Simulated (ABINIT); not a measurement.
A calculation with ABINIT 10.8.3 (patched build) of BN (native input, structure typed inline):

The input run.abi:

```
# Pseudopotentials
pp_dirpath "./"
pseudos "N.GGA_PBE-JTH.xml, B.GGA_PBE-JTH.xml"

# Structure
acell 3*1.0
rprim
     4.8262463860     0.0000000000     0.0000000000
    -2.4131231931     4.1796519752     0.0000000000
     0.0000000000     0.0000000000     7.9875983185
ntypat 2
znucl 7 5
natom 4
typat 1 1 2 2
xred
     0.3333333333     0.6666666667     0.1252760000
     0.6666666667     0.3333333333     0.6252760000
     0.3333333333     0.6666666667     0.4997240000
     0.6666666667     0.3333333333     0.9997240000

# Plane-wave basis
ecut 25.0
pawecutdg 47.0

# k points
kptopt 1
ngkpt 12 12 6
nshiftk 1
shiftk 0.0 0.0 0.0

# Exchange and correlation
ixc 11

# Bands and occupations
nband 12
occopt 3
tsmear 0.05 eV

# SCF cycle
nstep 100
tolvrs 1.0e-9

# Output
iomode 3
prtwf 0
prtden 0
prteig 0
prtebands 0
enunit 1
```

Potentials or basis: JTH PAW PBE v2.0.

Launch:

```sh
$ abinit run.abi > log 2>&1
```

Measurements of this composition are mostly on another form, of space group No. 194.

Task: Write the same calculation in another form: ASE script, structure typed inline.

Result: As run:

File run.py:

```python
import json, os
import numpy as np
from ase.units import GPa
from ase.calculators.abinit import Abinit, AbinitProfile
from ase import Atoms

atoms = Atoms(['N', 'N', 'B', 'B'],
              cell=[[2.5539396017, 0.0, 0.0], [-1.2769698009, 2.2117765748, 0.0], [0.0, 0.0, 4.226855]],
              scaled_positions=[[0.3333333333, 0.6666666667, 0.125276], [0.6666666667, 0.3333333333, 0.625276], [0.3333333333, 0.6666666667, 0.499724], [0.6666666667, 0.3333333333, 0.999724]],
              pbc=True)

profile = AbinitProfile(command='abinit', pp_paths=[os.path.abspath('pseudos')])
params = dict(
    pps='pawxml', xc='PBE',
    ecut=680.2847,
    pawecutdg=1278.9352,
    kptopt=1,
    ngkpt=[12, 12, 6],
    nshiftk=1,
    shiftk=[0.0, 0.0, 0.0],
    ixc=11,
    nband=12,
    occopt=3,
    tsmear=0.05,
    nstep=100,
    tolvrs=1e-09,
    prtwf=0,
    prtden=0,
)

atoms.calc = Abinit(profile=profile, directory='run', **params)
energy = atoms.get_potential_energy()
forces = atoms.get_forces()
stress = atoms.get_stress()
print(f'energy {energy:.6f} eV')
print('forces (eV/A)')
print(np.round(forces, 5))
print('stress (GPa, Voigt, tension positive)', np.round(stress / GPa, 4))
json.dump(dict(energy=energy, forces=forces.tolist(), stress=stress.tolist(), cell=atoms.cell.tolist(), frac=atoms.get_scaled_positions(wrap=False).tolist()), open('results.json', 'w'))
```

Potentials or basis: JTH PAW PBE v2.0.

Command:

```bash
$ python run.py
```

Both were run:

|  | native input, structure typed inline | ASE script, structure typed inline |
| --- | --- | --- |
| Largest force | 0.014 eV/Å | 0.014 eV/Å |
| Band gap on the k mesh | 5.19 eV, indirect (least direct gap 8.22 eV) | 5.19 eV, indirect (least direct gap 8.22 eV) |
| Valence electrons inside the program's atomic spheres | N 2.68; B 2.08 | N 2.68; B 2.08 |

Keys that steer only the numerical path or the files written may differ.

Caveat: the cutoff is too short for stress, so the log's stress isn't used.
